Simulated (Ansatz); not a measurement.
# Cu (P6_3/mmc) in Ansatz: a series of runs

One crystal, Cu, is run at these levels: LDA, PBE; tasks: relaxation of cell and atoms.

Everything below comes from runs of Ansatz 0.2.0. Logs are shortened: lines on timing, memory, paths and dates and some standing lists are left out, and cuts for length are marked.

## (1) The crystal as given

It takes space group P6_3/mmc (No. 194, hexagonal). Conventional cell: a = 2.531 Å, b = 2.531 Å, c = 8.262 Å, α = 90.00°, β = 90.00°, γ = 120.00°. Cu (site symmetry -6m2) is surrounded by 12 Cu at 2.53 Å. Cu (site symmetry -3m) is surrounded by 12 Cu at 2.53 Å.

This isn't the form of Cu at room conditions, which is fcc.

## (2) Relaxation of cell and atoms, LDA

The input, input.yaml:

```yaml
crystal:
  lattice:
    - [2.5307640267, 0.0, 0.0]
    - [-1.2653820134, 2.1917059381, 0.0]
    - [0.0, 0.0, 8.26181508]
  atoms:
    - { symbol: Cu, position: [0.6666666667, 0.3333333333, 0.75] }
    - { symbol: Cu, position: [0.0, 0.0, 0.5] }
    - { symbol: Cu, position: [0.3333333333, 0.6666666667, 0.25] }
    - { symbol: Cu, position: [0.0, 0.0, 0.0] }
hamiltonian:
  xc: lda
  pseudopotentials: { kind: paw }
kpoints:
  mp_grid: { grid: [12, 12, 4] }
scf:
  occupations: { method: fermi_dirac, width: 0.05 }
output:
  forces: true
  stress: true
  eigenvalues: true
  write_density: true
  write_potential: true
  elf: true
  volumetric_format: npy
relax:
  f_tol: 0.01
  max_steps: 40
  cell: { stress_tol: 0.05 }
```

Potentials or basis: Ansatz PAW.

Started as:

```console
$ ansatz run input.yaml --threads 2 --pin off --max-ram 5632MiB --backend cpu --events-out ev --progress --plain --runs-dir out
```

Standard output:

```text
Warning: RAYON_NUM_THREADS=2 ignored (pool sized by the plan → 2); use --threads N
Engine: ansatz 0.2.0, aarch64-unknown-linux-gnu
Pseudopotentials: kind: paw
Pseudopotential: Cu, paw, valence charge 19, recommended cutoff 420 eV (normal), Cu.paw.azcp
Functional definition: SPW92
  exchange = slater_x
  correlation = pw_c
Crystal: 4 atoms, lattice volume = 45.826 Å³
Basis set: ecut = 420 eV, 909 PW (Γ)
Bands: 46, of which v1, the nominal top of the filled ones, is band 38 counted from 1 (37 counted from 0)
Symmetry: 24 space group operations
Space group: P63/mmc (ITA 194), of the structure as read, at distance tolerance 3.6e-5 Å
k-points: 57 of 576
Non-local potential: Cu, projectors of the file, l = 0: 3, l = 1: 2, l = 2: 3, l = 3: 1
PAW form: soft (Blöchl's): semilocal exchange-correlation on the pseudo side does not see the compensation charge
PAW frozen core: Cu, regenerated for the run's functional, and the local potential with it (the file was generated under x = pbe(κ = 0.804, μ = 0.2195149727645171), c = pbe(β = 0.06672455060314922))
PAW one-centre angular grid: Cu, 590 points (default); XC on 64 Gauss nodes
Initial density: superposition of atomic densities (neutral atoms: chi_scale 0, normalization atom), corrected by the library's trained network
Initial wavefunctions: pseudopotential atomic-orbital guess
Functional: x = slater, c = lda
SCF iter   1: F=—  HF=-26222.827837 eV  |F-HF|=—  |Δ(HF+E_count)|=         —  Δρ=2.37e-2  dr2=1.16e-1  ethr=1.77e-3  ⟨swp⟩=5.6  Hψ=8480  notcnv=0  defer=63
preconditioner: auto → Kerker (q_TF=auto, 2.968 Å⁻¹)  [metal: Δε(μ)=0.104 eV  Ē_g=11.031 eV  σ=0.050 eV  W_gap=0.44  n_scr=24 (ndim 8)  ℏωp=36.4 eV  f_vac=0.000  D(μ)=1.68/eV (n_scr^D=6)]
SCF iter   2: F=—  HF=-26222.799438 eV  |F-HF|=—  |Δ(HF+E_count)|=   2.84e-2  Δρ=2.46e-3  dr2=1.16e-3  ethr=1.52e-4  ⟨swp⟩=2.0  Hψ=4555  notcnv=0  defer=129
preconditioner: auto → Resta (q_TF=auto, 2.968 Å⁻¹)  ε∞=11.7  [insulator: Δε(μ)=0.141 eV  Ē_g=11.116 eV  σ=0.050 eV  W_gap=0.54  n_scr=24 (ndim 8)  ℏωp=36.4 eV  f_vac=0.000  D(μ)=1.65/eV (n_scr^D=6)  ε∞_Penn≈11.7]
SCF iter   3: F=—  HF=-26222.798526 eV  |F-HF|=—  |Δ(HF+E_count)|=   9.12e-4  Δρ=2.51e-3  dr2=1.23e-3  ethr=1.52e-6  ⟨swp⟩=2.0  Hψ=4336  notcnv=0  defer=129
SCF iter   4: F=—  HF=-26222.798141 eV  |F-HF|=—  |Δ(HF+E_count)|=   3.85e-4  Δρ=8.07e-4  dr2=1.33e-4  ethr=1.52e-6  ⟨swp⟩=1.5  Hψ=3051  notcnv=0  defer=129
SCF iter   5: F=—  HF=-26222.798113 eV  |F-HF|=—  |Δ(HF+E_count)|=   2.80e-5  Δρ=2.21e-4  dr2=1.36e-5  ethr=1.75e-7  ⟨swp⟩=1.7  Hψ=3069  notcnv=0  defer=129
SCF iter   6: F=—  HF=-26222.798123 eV  |F-HF|=—  |Δ(HF+E_count)|=   1.07e-5  Δρ=8.82e-5  dr2=1.78e-6  ethr=1.79e-8  ⟨swp⟩=2.2  Hψ=3146  notcnv=0  defer=129
SCF iter   7: F=-26222.798123 eV  HF=-26222.798123 eV  |F-HF|=7.41e-9  |Δ(HF+E_count)|=   6.03e-7  Δρ=9.95e-6  dr2=3.26e-8  ethr=1.32e-10  ⟨swp⟩=10.2  Hψ=18682  notcnv=0
SCF 1 converged in 7 iterations: F = -26222.798123 eV  dr2 = 3.26e-8
relax step   1: F+E_penalty+E_count = -26222.79812286 eV  Δ(F+E_penalty+E_count) = +0.000e0 eV  max|allowed force component| = 9.252e-18 eV/Å  Δτ_max = 0.0000 Å  P = -8.299 GPa  Ω = 45.826 Å³  (7 SCF iters, dr2 threshold 1.00e-7 eV, accepted)
Crystal: 4 atoms, lattice volume = 44.650 Å³
Basis set: ecut = 420 eV, 885 PW (Γ)
Initial density: handed on by an earlier stage of this run
Initial wavefunctions: those handed on with the density
iter 1 solved again at ethr=4.08e-5 eV; its pass at ethr=3.10e-3 eV (dr2=3.10e-2 eV) is discarded
SCF iter   1: F=—  HF=-26222.852510 eV  |F-HF|=—  |Δ(HF+E_count)|=         —  Δρ=1.05e-2  dr2=3.12e-2  ethr=4.08e-5  ⟨swp⟩=1.9  Hψ=11076  notcnv=0
preconditioner: auto → Kerker (q_TF=auto, 2.981 Å⁻¹)  [metal: Δε(μ)=0.090 eV  Ē_g=11.295 eV  σ=0.050 eV  W_gap=0.39  n_scr=12 (ndim 8)  ℏωp=36.9 eV  f_vac=0.000  D(μ)=1.66/eV (n_scr^D=6)]
SCF iter   2: F=—  HF=-26222.846548 eV  |F-HF|=—  |Δ(HF+E_count)|=   5.96e-3  Δρ=2.37e-3  dr2=2.16e-3  ethr=4.08e-5  ⟨swp⟩=2.0  Hψ=4027  notcnv=0
SCF iter   3: F=—  HF=-26222.845527 eV  |F-HF|=—  |Δ(HF+E_count)|=   1.02e-3  Δρ=1.51e-3  dr2=8.72e-4  ethr=2.84e-6  ⟨swp⟩=2.7  Hψ=3914  notcnv=0
SCF iter   4: F=—  HF=-26222.845390 eV  |F-HF|=—  |Δ(HF+E_count)|=   1.38e-4  Δρ=3.80e-4  dr2=2.31e-5  ethr=1.15e-6  ⟨swp⟩=2.0  Hψ=3521  notcnv=0
[... 46 lines left out ...]
preconditioner: auto → Kerker (q_TF=auto, 2.993 Å⁻¹)  [metal: Δε(μ)=0.077 eV  Ē_g=11.566 eV  σ=0.050 eV  W_gap=0.33  n_scr=12 (ndim 8)  ℏωp=37.3 eV  f_vac=0.000  D(μ)=1.62/eV (n_scr^D=6)]
SCF iter   2: F=—  HF=-26222.859140 eV  |F-HF|=—  |Δ(HF+E_count)|=   2.04e-8  Δρ=6.63e-5  dr2=3.54e-7  ethr=1.26e-9  ⟨swp⟩=2.0  Hψ=3667  notcnv=0
SCF iter   3: F=—  HF=-26222.859140 eV  |F-HF|=—  |Δ(HF+E_count)|=   9.86e-9  Δρ=2.89e-5  dr2=6.68e-8  ethr=4.66e-10  ⟨swp⟩=1.0  Hψ=2622  notcnv=0
SCF iter   4: F=—  HF=-26222.859140 eV  |F-HF|=—  |Δ(HF+E_count)|=   1.05e-8  Δρ=2.08e-6  dr2=1.15e-9  ethr=8.79e-11  ⟨swp⟩=2.0  Hψ=3875  notcnv=0
SCF iter   5: F=—  HF=-26222.859140 eV  |F-HF|=—  |Δ(HF+E_count)|=   1.11e-9  Δρ=7.76e-7  dr2=7.68e-11  ethr=1.51e-12  ⟨swp⟩=2.1  Hψ=3951  notcnv=0
SCF iter   6: F=—  HF=-26222.859140 eV  |F-HF|=—  |Δ(HF+E_count)|=  8.00e-11  Δρ=4.16e-7  dr2=4.51e-11  ethr=1.00e-12  ⟨swp⟩=5.4  Hψ=11613  notcnv=0
SCF iter   7: F=-26222.859140 eV  HF=-26222.859140 eV  |F-HF|=3.64e-12  |Δ(HF+E_count)|=  1.09e-11  Δρ=8.01e-8  dr2=1.45e-12  ethr=1.00e-12  ⟨swp⟩=5.0  Hψ=10806  notcnv=0
SCF 6 converged in 7 iterations: F = -26222.859140 eV  dr2 = 1.45e-12
relax step   6: F+E_penalty+E_count = -26222.85913997 eV  Δ(F+E_penalty+E_count) = +1.543e-3 eV  max|allowed force component| = 2.197e-17 eV/Å  Δτ_max = 0.0000 Å  P = +0.010 GPa  Ω = 43.588 Å³  stress off target by 1.16e-2 GPa  SCF on the basis re-selected at this cell (its energy is not comparable with the rows above)  (7 SCF iters)
basis re-selected at this cell: Δ(F+E_penalty+E_count) = +1.543e-3 eV, ΔP = +0.010 GPa vs the last step (what re-selecting the basis moved, of the pressure what is left beyond the Pulay correction that the steps carried, after the strain that the cell walked since its last selection, with what the two solves' SCF thresholds leave and, on support functions, any second-order correction that the steps lacked; it is no measure of the basis error at this ecutwfc). This SCF's stress stands 1.16e-2 GPa from its target on what of the cell is left free (relax.cell.stress_tol is 5.00e-2 GPa) and its largest allowed force component is 2.20e-17 eV/Å (relax.f_tol is 1.00e-2 eV/Å): within both
SCF converged after 7 iterations
Free energy (F): -26222.859140 eV
Harris-Foulkes:  -26222.859140 eV  (|F-HF|=3.64e-12)
Internal energy: -26222.846411 eV  (E = F + TS)
E sigma→0 (E₀):  -26222.852776 eV
Entropy (-TS):   -0.012729 eV (-3.182 meV/atom)
Fermi energy:    18.056915 eV
--- Per-component energies (eV) ---
  E_band       = -1336.281766
  E_kinetic    = 1206.336617
  E_local      = -15614.539155  (includes V_loc(G=0)·N_el)
  E_nonlocal   = 1573.518593
  E_hartree    = 6883.023117
  E_xc         = -359.636809
  E_vxc        = -466.476780  (∫ρ·V_xc dr)
  E_paw        = -6369.292052  (= ΣΔE_a)
  E_vpaw       = -1801.168274  (= ΣTr[D̂ρ^β])
  E_aug_tail   = 0.000904  (compensation charges beyond the density's cutoff)
  E_ewald      = -13544.056266
  E_core_change = 1.798640  (= ΣΔE_core)
  E_smearing   = -0.012729  (= −TS)
  E_closure    = -0.000000  (closes the sum)
  Σ components = -26222.859140   (vs F -26222.859140, Δ=0.00e0)
--- Forces (eV/Å), atoms counted from 1 ---
  atom   1  Cu     0.00000000     0.00000000     0.00000000
  atom   2  Cu     0.00000000    -0.00000000     0.00000000
  atom   3  Cu    -0.00000000    -0.00000000     0.00000000
  atom   4  Cu    -0.00000000     0.00000000    -0.00000000
  max |Σ_I F_I| component: 6.94e-18 eV/Å
--- Stress (GPa, compression-positive) ---
        0.011646       0.000000       0.000000
        0.000000       0.011646       0.000000
        0.000000       0.000000       0.007281
  P = ⅓ Tr σ = 0.0102 GPa (0.102 kbar)
--- Band table (eV; the first three rows and the last of 57) ---
  k-point 0: bands = ["-93.8192", "-93.8146", "-93.7955", "-93.7907", "-51.7032", "-51.6342", "-51.6196", "-51.5723", "-51.5723", "-51.5673", "-51.5673", "-51.5499", "-51.5460", "-51.5460", "-51.5410", "-51.5410", "8.0776", "10.3196", "10.3358", "12.5277", "14.5445", "14.5452", "14.8037", "14.8037", "14.8046", "14.8046", "14.8371", "15.0279", "15.0279", "15.0492", "15.0492", "15.6004", "15.6004", "15.8829", "15.8829", "16.0693", "16.0693", "16.3997", "16.3997", "16.8950", "22.3135", "31.3072", "31.3085", "40.0201", "40.7380", "40.8763"]
  k-point 1: bands = ["-93.8187", "-93.8154", "-93.7947", "-93.7913", "-51.6974", "-51.6569", "-51.5967", "-51.5717", "-51.5717", "-51.5682", "-51.5682", "-51.5557", "-51.5451", "-51.5451", "-51.5416", "-51.5416", "8.2295", "9.3980", "11.3204", "12.4418", "14.6030", "14.6823", "14.8031", "14.8265", "14.8265", "14.8293", "14.8293", "14.9913", "14.9913", "15.0114", "15.0114", "15.6454", "15.6454", "15.8335", "15.8335", "16.1383", "16.1383", "16.2685", "16.3618", "16.3618", "23.3121", "28.2686", "34.5505", "40.1083", "40.4619", "40.9926"]
  k-point 2: bands = ["-93.8171", "-93.8171", "-93.7929", "-93.7929", "-51.6811", "-51.6811", "-51.5723", "-51.5723", "-51.5700", "-51.5700", "-51.5700", "-51.5700", "-51.5432", "-51.5432", "-51.5432", "-51.5432", "8.6782", "8.6782", "12.0864", "12.0864", "14.7129", "14.7129", "14.8675", "14.8675", "14.8675", "14.8675", "14.9493", "14.9493", "14.9493", "14.9493", "15.2588", "15.2588", "15.7405", "15.7405", "15.7405", "15.7405", "16.2615", "16.2615", "16.2615", "16.2615", "25.5288", "25.5288", "37.8948", "37.8948", "40.3579", "40.3579"]
  k-point 56: bands = ["-93.7991", "-93.7991", "-93.7801", "-93.7801", "-51.6674", "-51.6674", "-51.6527", "-51.6527", "-51.6470", "-51.6470", "-51.6222", "-51.6222", "-51.5913", "-51.5913", "-51.5865", "-51.5865", "13.6298", "13.6298", "13.7400", "13.7400", "13.8077", "13.8077", "13.9466", "13.9466", "14.5668", "14.5668", "14.6053", "14.6053", "15.4509", "15.4509", "15.7952", "15.7952", "16.2827", "16.2827", "16.3890", "16.3890", "21.6329", "21.6329", "21.9687", "21.9687", "22.4742", "22.4742", "25.6802", "25.6802", "26.9942", "26.9942"]
--- Relaxed structure (5 steps of the walk, 5 accepted, 1 SCFs on fresh bases) ---
  F+E_penalty+E_count = -26222.85913997 eV   max|allowed force component| = 2.197e-17 eV/Å   (the final SCF, on the basis selected at the relaxed cell)
  cell:  # Å, volume = 43.5884 Å³
    - [2.4913011175064423, 2.8417306193296185e-11, 0.0]
    - [-1.2456505587778313, 2.157530056222931, 0.0]
    - [0.0, 0.0, 8.10938171127475]
  atoms:
    - { symbol: Cu, position: [0.6666666666666667, 0.33333333333333326, 0.7499999999999999] }
    - { symbol: Cu, position: [9.531748634024168e-35, 8.773053261125159e-35, 0.49999999999999994] }
    - { symbol: Cu, position: [0.3333333333333332, 0.6666666666666667, 0.24999999999999997] }
    - { symbol: Cu, position: [9.516118749937334e-35, 8.76161139185735e-35, 3.92769785715169e-35] }
```

It took 25 s on 2 threads of Arm Neoverse V2, shared host; peak memory 0.38 GiB.

Results:

```
Free energy                            : -26222.8591 eV
Relaxed volume                         : 10.90 Å³/atom
Relaxed cell                           : a = 2.491 Å, b = 2.491 Å, c = 8.109 Å, α = 90.00°, β = 90.00°, γ = 120.00°
Space group after relaxing (to 0.05 Å) : P6_3/mmc (No. 194)
Energy gained by relaxing              : 15.3 meV/atom
Ionic steps                            : 6
Pressure after relaxing                : 0.0 GPa
Band gap on the k mesh                 : none (metal or under the smearing width)
```

The path:
```tsv
step	energy change (eV)	largest force (eV/Å)	volume (Å³)
1	0.0000	0.0000	45.83
2	-0.0473	0.0000	44.65
3	-0.0625	0.0000	43.47
4	-0.0626	0.0000	43.59
5	-0.0626	0.0000	43.59
6	-0.0610	0.0000	43.59
```

Final structure:
```xyz
4
Lattice="2.4913 0.0000 0.0000 -1.2457 2.1575 0.0000 0.0000 0.0000 8.1094" Properties=species:S:1:pos:R:3 pbc="T T T"
Cu    1.2457    0.7192    6.0820
Cu    0.0000    0.0000    4.0547
Cu    0.0000    1.4384    2.0273
Cu    0.0000    0.0000    0.0000
```

Caveat: the plane-wave basis is chosen anew once the cell has moved, so the energies of steps on either side of that aren't comparable; the PAW data sets come from PBE, with cores solved anew for the run's functional, which leaves a small shift of forces and pressure.

[end of part 1 of 2]
